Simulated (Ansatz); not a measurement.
Steps from a short run of molecular dynamics on a 2×2×2 supercell (16 atoms) of InP (zincblende), relaxed with r2SCAN; forces from PBEsol in the PAW code Ansatz, 2×2×2 mesh, Fermi-Dirac smearing of 0.026 eV, constant energy and volume (NVE), started at 300 K. Computed, non-magnetic; the trajectory is short and the cell small, so nothing here is a converged average.

Cell vectors in Å:
```
0.0000 5.9076 5.9076
5.9076 0.0000 5.9076
5.9076 5.9076 0.0000
```

Problem. At 28 fs positions (Å), velocities (Å/fs) and forces (eV/Å) are
```
In -0.0344  0.0057  0.0367   -0.0013  0.0001  0.0007   -0.0327 -0.1371 -0.6462
P   1.4657  1.4456  1.4011   -0.0002  0.0010 -0.0011    0.0530  0.5850  0.4483
In  2.9512  2.9926  0.0138   -0.0001  0.0015  0.0006    0.0174  0.0982  0.0350
P   4.4546  4.4548  1.5142    0.0008 -0.0009  0.0009   -0.0293 -0.4982 -0.1169
In  2.9473  0.0455  2.8959   -0.0001  0.0018 -0.0016    0.1200  0.1965  0.5046
P   4.3736  1.5565  4.5221    0.0006 -0.0004 -0.0006    0.6970 -0.8720 -1.0446
In  5.9154  2.9604  2.9900    0.0006  0.0000  0.0012    0.3501 -0.3035 -0.0909
P   7.4127  4.4939  4.4416    0.0016  0.0008 -0.0012    0.1630 -0.4213 -0.4438
In  0.0227  2.9353  2.9409    0.0004 -0.0006 -0.0005   -0.4135  0.1119 -0.0508
P   1.4956  4.4288  4.4354   -0.0015 -0.0007  0.0008   -0.5757 -0.1652  0.1779
In  2.9652  5.8272  2.9832    0.0003 -0.0023  0.0010   -0.1365  0.6724 -0.1099
P   4.3403  7.4102  4.4362   -0.0005  0.0004 -0.0002    0.7594 -0.1622 -0.1136
In  2.9876  2.9750  5.9108    0.0004  0.0010  0.0006   -0.8447  0.2242  0.4654
P   4.3737  4.4969  7.3249    0.0001  0.0009  0.0003    0.6082 -0.4182  0.6702
In  5.8915  5.8318  5.8521   -0.0006 -0.0016 -0.0017    0.0171  1.2083  0.3524
P   7.4693  7.3694  7.3959    0.0003 -0.0010  0.0003   -0.7530 -0.1187 -0.0370
```
Where are the atoms one step (2 fs) later, and what forces do they feel?

Solution.
```
In -0.0370  0.0059  0.0380   -0.0221 -0.1377 -0.6491
P   1.4653  1.4480  1.3992    0.0460  0.5755  0.4406
In  2.9510  2.9956  0.0149    0.0312  0.0833  0.0163
P   4.4562  4.4526  1.5159   -0.0327 -0.4890 -0.1135
In  2.9470  0.0492  2.8927    0.1267  0.1908  0.5109
P   4.3751  1.5552  4.5204    0.6629 -0.8395 -1.0117
In  5.9166  2.9603  2.9925    0.3683 -0.3193 -0.1072
P   7.4161  4.4952  4.4390    0.1515 -0.4165 -0.4360
In  0.0235  2.9342  2.9398   -0.4272  0.1166 -0.0393
P   1.4923  4.4274  4.4371   -0.5598 -0.1603  0.1771
In  2.9658  5.8227  2.9851   -0.1509  0.6971 -0.1118
P   4.3398  7.4109  4.4357    0.7520 -0.1684 -0.1116
In  2.9883  2.9771  5.9120   -0.8399  0.1867  0.4557
P   4.3744  4.4986  7.3260    0.6082 -0.4288  0.6617
In  5.8904  5.8288  5.8488    0.0286  1.2297  0.3592
P   7.4693  7.3674  7.3964   -0.7427 -0.1202 -0.0414
```
The temperature goes from 95.5 to 95.2 K.

Problem. At 40 fs the positions in Å are
```
In  -0.050   0.006   0.041
P    1.464   1.470   1.398
In   2.950   3.011   0.021
P    4.463   4.433   1.523
In   2.947   0.069   2.880
P    4.394   1.534   4.494
In   5.925   2.958   3.004
P    7.435   4.494   4.418
In   0.025   2.929   2.934
P    1.466   4.417   4.449
In   2.968   5.804   2.994
P    4.351   7.411   4.432
In   2.988   2.988   5.920
P    4.389   4.499   7.343
In   5.885   5.820   5.834
P    7.456   7.355   7.398
```
What are the forces, and how far does the free energy (smearing included) lie above that of step 0, with the atoms on their sites?

Solution. 19.3 meV an atom; forces in eV/Å:
```
In   0.060  -0.123  -0.566
P   -0.012   0.409   0.316
In   0.120  -0.033  -0.121
P   -0.051  -0.342  -0.073
In   0.161   0.118   0.471
P    0.325  -0.488  -0.628
In   0.440  -0.385  -0.210
P    0.038  -0.315  -0.305
In  -0.465   0.141   0.044
P   -0.357  -0.095   0.142
In  -0.231   0.753  -0.109
P    0.584  -0.181  -0.072
In  -0.678  -0.099   0.319
P    0.517  -0.437   0.506
In   0.125   1.195   0.359
P   -0.575  -0.118  -0.072
```

Problem. At 52 fs positions (Å), velocities (Å/fs) and forces (eV/Å) are
```
In -0.0644  0.0045  0.0393   -0.0012 -0.0002 -0.0004    0.1616 -0.0814 -0.3204
P   1.4622  1.5115  1.4076   -0.0003  0.0038  0.0011   -0.0667  0.0298  0.0458
In  2.9507  3.0291  0.0258    0.0001  0.0014  0.0003    0.2246 -0.2158 -0.3332
P   4.4694  4.3963  1.5278    0.0004 -0.0033  0.0004   -0.0600 -0.0108  0.0078
In  2.9478  0.0929  2.8690    0.0002  0.0020 -0.0007    0.1789 -0.0621  0.2876
P   4.4282  1.4911  4.4387    0.0029 -0.0038 -0.0050   -0.1510  0.0704  0.0351
In  5.9390  2.9513  3.0157    0.0014 -0.0008  0.0008    0.4566 -0.4237 -0.3521
P   7.4593  4.4806  4.3811    0.0019 -0.0014 -0.0033   -0.1333 -0.0879 -0.0257
In  0.0226  2.9251  2.9282   -0.0005 -0.0003 -0.0004   -0.4256  0.1527  0.2020
P   1.4215  4.4021  4.4682   -0.0039 -0.0013  0.0018    0.0562  0.0266  0.0595
In  2.9678  5.7896  3.0034   -0.0002 -0.0008  0.0007   -0.3233  0.6977 -0.0980
P   4.3863  7.4044  4.4238    0.0036 -0.0009 -0.0007    0.1699 -0.1576  0.0065
In  2.9799  3.0000  5.9331   -0.0009  0.0008  0.0012   -0.3839 -0.4466  0.1372
P   4.4260  4.4812  7.3832    0.0037 -0.0021  0.0038    0.2122 -0.2952  0.1136
In  5.8800  5.8222  5.8207   -0.0003  0.0007 -0.0010    0.2749  0.8923  0.3396
P   7.4182  7.3357  7.3974   -0.0038 -0.0018 -0.0003   -0.1910 -0.0883 -0.1054
```
Where are the atoms one step (2 fs) later, and what forces do they feel?

Solution.
```
In -0.0667  0.0041  0.0385    0.1727 -0.0733 -0.2730
P   1.4616  1.5191  1.4098   -0.0681 -0.0401 -0.0030
In  2.9510  3.0320  0.0263    0.2370 -0.2456 -0.3675
P   4.4702  4.3898  1.5286   -0.0590  0.0505  0.0222
In  2.9482  0.0969  2.8676    0.1767 -0.0996  0.2480
P   4.4338  1.4835  4.4289   -0.2123  0.1542  0.1409
In  5.9420  2.9497  3.0173    0.4491 -0.4254 -0.3739
P   7.4629  4.4777  4.3745   -0.1555 -0.0467  0.0237
In  0.0216  2.9246  2.9273   -0.4077  0.1492  0.2348
P   1.4137  4.3995  4.4718    0.1293  0.0457  0.0445
In  2.9675  5.7880  3.0048   -0.3354  0.6798 -0.0973
P   4.3935  7.4026  4.4224    0.0889 -0.1492  0.0186
In  2.9780  3.0016  5.9355   -0.3398 -0.4899  0.1170
P   4.4336  4.4767  7.3909    0.1433 -0.2514  0.0334
In  5.8795  5.8238  5.8189    0.2975  0.8216  0.3389
P   7.4105  7.3320  7.3968   -0.1168 -0.0798 -0.1073
```
The temperature goes from 199.0 to 200.0 K.

Problem. At 64 fs positions (Å), velocities (Å/fs) and forces (eV/Å) are
```
In -0.0771  0.0022  0.0334   -0.0010 -0.0002 -0.0006    0.1967 -0.0318 -0.0447
P   1.4575  1.5545  1.4197   -0.0005  0.0031  0.0007   -0.0396 -0.3597 -0.2228
In  2.9539  3.0446  0.0270    0.0004  0.0011 -0.0001    0.2701 -0.3731 -0.5085
P   4.4730  4.3593  1.5333    0.0002 -0.0027  0.0006   -0.0443  0.3315  0.0864
In  2.9511  0.1164  2.8617    0.0004  0.0018 -0.0005    0.1414 -0.2990  0.0440
P   4.4568  1.4504  4.3845    0.0017 -0.0027 -0.0037   -0.4079  0.4915  0.5860
In  5.9589  2.9394  3.0231    0.0019 -0.0012  0.0004    0.3642 -0.4147 -0.4612
P   7.4777  4.4632  4.3431    0.0012 -0.0013 -0.0029   -0.2169  0.1479  0.2460
In  0.0147  2.9227  2.9246   -0.0008 -0.0001 -0.0001   -0.2659  0.0966  0.4159
P   1.3792  4.3878  4.4903   -0.0029 -0.0010  0.0018    0.4510  0.1182 -0.0319
In  2.9639  5.7836  3.0116   -0.0005 -0.0002  0.0006   -0.3732  0.5689 -0.1022
P   4.4293  7.3907  4.4162    0.0033 -0.0014 -0.0005   -0.3120 -0.0851  0.0597
In  2.9672  3.0067  5.9479   -0.0012  0.0003  0.0013   -0.1559 -0.6337  0.0597
P   4.4724  4.4513  7.4279    0.0037 -0.0026  0.0033   -0.2434  0.0408 -0.3843
In  5.8784  5.8352  5.8114    0.0000  0.0014 -0.0006    0.3826  0.4212  0.3474
P   7.3718  7.3124  7.3920   -0.0037 -0.0020 -0.0006    0.2529 -0.0197 -0.0894
```
Where are the atoms one step (2 fs) later, and what forces do they feel?

Solution.
```
In -0.0790  0.0017  0.0322    0.1961 -0.0241 -0.0042
P   1.4565  1.5606  1.4211   -0.0291 -0.4113 -0.2577
In  2.9547  3.0468  0.0267    0.2714 -0.3927 -0.5280
P   4.4734  4.3542  1.5346   -0.0403  0.3771  0.0962
In  2.9518  0.1200  2.8607    0.1308 -0.3379  0.0063
P   4.4600  1.4453  4.3774   -0.4266  0.5412  0.6539
In  5.9627  2.9369  3.0238    0.3386 -0.4089 -0.4732
P   7.4799  4.4607  4.3375   -0.2191  0.1822  0.2826
In  0.0130  2.9224  2.9244   -0.2284  0.0794  0.4522
P   1.3736  4.3858  4.4939    0.5005  0.1272 -0.0477
In  2.9628  5.7833  3.0129   -0.3758  0.5440 -0.1045
P   4.4356  7.3879  4.4151   -0.3848 -0.0676  0.0632
In  2.9649  3.0072  5.9505   -0.1256 -0.6494  0.0544
P   4.4796  4.4460  7.4343   -0.3221  0.1080 -0.4635
In  5.8785  5.8380  5.8102    0.3929  0.3372  0.3498
P   7.3647  7.3083  7.3907    0.3214 -0.0044 -0.0798
```
The temperature goes from 162.8 to 149.6 K.

Problem. At 68 fs the positions in Å are
```
In  -0.081   0.001   0.031
P    1.455   1.566   1.422
In   2.956   3.049   0.026
P    4.474   4.350   1.536
In   2.953   0.124   2.860
P    4.463   1.441   4.371
In   5.967   2.934   3.024
P    7.482   4.458   4.332
In   0.011   2.922   2.924
P    1.369   4.384   4.498
In   2.962   5.783   3.014
P    4.442   7.385   4.414
In   2.962   3.007   5.953
P    4.486   4.441   7.440
In   5.879   5.841   5.809
P    7.358   7.304   7.389
```
What are the forces, and how far does the free energy (smearing included) lie above that of step 0, with the atoms on their sites?

Solution. 19.9 meV an atom; forces in eV/Å:
```
In   0.194  -0.017   0.034
P   -0.018  -0.457  -0.288
In   0.271  -0.410  -0.544
P   -0.036   0.418   0.105
In   0.120  -0.375  -0.029
P   -0.440   0.585   0.714
In   0.311  -0.402  -0.483
P   -0.218   0.214   0.316
In  -0.189   0.061   0.487
P    0.543   0.134  -0.064
In  -0.377   0.519  -0.107
P   -0.453  -0.049   0.065
In  -0.097  -0.661   0.050
P   -0.398   0.175  -0.538
In   0.401   0.254   0.352
P    0.387   0.012  -0.068
```

Problem. At 76 fs positions (Å), velocities (Å/fs) and forces (eV/Å) are
```
In -0.0876 -0.0006  0.0269   -0.0008 -0.0002 -0.0005    0.1800  0.0049  0.1534
P   1.4512  1.5821  1.4224   -0.0005  0.0013 -0.0004    0.0205 -0.5695 -0.3606
In  2.9602  3.0557  0.0222    0.0007  0.0007 -0.0007    0.2606 -0.4545 -0.5661
P   4.4747  4.3366  1.5426    0.0001 -0.0010  0.0010   -0.0226  0.5192  0.1203
In  2.9561  0.1363  2.8551    0.0005  0.0014 -0.0006    0.0788 -0.4989 -0.1378
P   4.4678  1.4309  4.3556    0.0001 -0.0004 -0.0009   -0.4516  0.6979  0.8653
In  5.9831  2.9225  3.0249    0.0021 -0.0016 -0.0001    0.1820 -0.3598 -0.4997
P   7.4868  4.4522  4.3157    0.0004 -0.0004 -0.0016   -0.1936  0.3144  0.4097
In  0.0037  2.9213  2.9260   -0.0010 -0.0001  0.0004   -0.0259 -0.0160  0.5909
P   1.3563  4.3785  4.5109   -0.0008 -0.0005  0.0015    0.6389  0.1453 -0.1295
In  2.9555  5.7845  3.0186   -0.0009  0.0003  0.0005   -0.3621  0.4139 -0.1196
P   4.4588  7.3733  4.4111    0.0014 -0.0015 -0.0003   -0.6634  0.0392  0.0619
In  2.9527  3.0059  5.9635   -0.0012 -0.0004  0.0013    0.0031 -0.6772  0.0365
P   4.5079  4.4234  7.4558    0.0020 -0.0018  0.0011   -0.6477  0.4152 -0.7653
In  5.8812  5.8532  5.8062    0.0004  0.0015 -0.0003    0.4035 -0.0560  0.3462
P   7.3364  7.2884  7.3828   -0.0020 -0.0019 -0.0008    0.5998  0.0820 -0.0056
```
Where are the atoms one step (2 fs) later, and what forces do they feel?

Solution.
```
In -0.0891 -0.0010  0.0259    0.1759  0.0078  0.1744
P   1.4501  1.5844  1.4214    0.0268 -0.5781 -0.3648
In  2.9616  3.0570  0.0207    0.2561 -0.4591 -0.5609
P   4.4749  4.3349  1.5447   -0.0202  0.5279  0.1191
In  2.9570  0.1391  2.8539    0.0712 -0.5213 -0.1549
P   4.4677  1.4305  4.3543   -0.4473  0.7103  0.8799
In  5.9874  2.9192  3.0246    0.1471 -0.3452 -0.4974
P   7.4874  4.4516  4.3127   -0.1837  0.3313  0.4226
In  0.0017  2.9211  2.9269    0.0117 -0.0315  0.6031
P   1.3552  4.3776  4.5139    0.6423  0.1443 -0.1460
In  2.9537  5.7852  3.0196   -0.3541  0.3875 -0.1228
P   4.4611  7.3704  4.4105   -0.6970  0.0630  0.0594
In  2.9502  3.0050  5.9662    0.0251 -0.6738  0.0323
P   4.5114  4.4201  7.4575   -0.6890  0.4603 -0.7973
In  5.8822  5.8563  5.8058    0.3968 -0.1233  0.3403
P   7.3328  7.2846  7.3812    0.6384  0.0998  0.0129
```
The temperature goes from 89.2 to 82.9 K.
